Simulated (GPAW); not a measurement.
Set up this calculation in GPAW 26.7.0, as an ASE script.

```
Task                : band structure
Functional          : r2SCAN
Potentials or basis : GPAW PAW data sets (gpaw-data 1.2.1)
Cutoff              : 800 eV
Basis               : pw
k mesh              : 10 × 10 × 10
Occupations         : fermi-dirac, width 0.05 eV
Spin                : no spin polarisation
Maxiter             : 150
Band path           : GXWKGLUWLK,UX
Band points         : 60
```

The structure of NaF (Villiaumite) lies in NaF.xyz:

```xyz
2
Lattice="0.0000000000 2.3200000000 2.3200000000 2.3200000000 0.0000000000 2.3200000000 2.3200000000 2.3200000000 0.0000000000" Properties=species:S:1:pos:R:3 pbc="T T T"
Na     0.0000000000      0.0000000000      0.0000000000
F      2.3200000000      2.3200000000      2.3200000000
```

These files were run (other wordings do the same):

run.py

```python
from ase.dft.bandgap import bandgap
from ase.io import read, write
from ase.units import GPa
from gpaw import GPAW, PW

atoms = read('NaF.xyz')

calc = GPAW(mode=PW(800),
            xc='MGGA_X_R2SCAN+MGGA_C_R2SCAN',
            kpts={'size': (10, 10, 10), 'gamma': True},
            occupations={'name': 'fermi-dirac', 'width': 0.05},
            nbands=15,
            convergence={'density': 1e-05, 'energy': 1e-05},
            maxiter=150,
            txt='gpaw.txt')
atoms.calc = calc
energy = atoms.get_potential_energy()
forces = atoms.get_forces()
stress = atoms.get_stress()
calc.write('gs.gpw')
write('result.traj', atoms)
print(f'Energy: {energy:.6f} eV')
print('Forces (eV/A):')
print(forces.round(4))
print('Stress (GPa):', (stress / GPa).round(3))
print('Fermi level:', round(calc.get_fermi_level(), 4), 'eV')
print(f'Gap: {bandgap(calc)[0]:.4f} eV, direct: {bandgap(calc, direct=True)[0]:.4f} eV')

path = atoms.cell.bandpath('GXWKGLUWLK,UX', npoints=60, eps=1e-4)
bs_calc = calc.fixed_density(kpts=path, symmetry='off', nbands=24,
                             convergence={'bands': 'CBM+6.0', 'eigenstates': 1e-6}, txt='bands.txt')
bs = bs_calc.band_structure()
bs.write('bs.json')
print(f'Gap on the path: {bandgap(bs_calc)[0]:.4f} eV')
```

Potentials or basis: GPAW PAW data sets (gpaw-data 1.2.1), pw.

Command:

```console
$ OMP_NUM_THREADS=1 python run.py
```

It gave:

```yaml
Pressure: -2.4 GPa
Band_gap_on_the_k_mesh: 7.11 eV, direct
Band_gap_along_the_path: 7.11 eV, direct
```

Caveat: the PAW data sets were made with another functional, which shifts forces and pressure a little.

Run time: 95 s on 1 thread of Arm Neoverse V2, with other jobs on the host, peak memory 0.27 GiB.
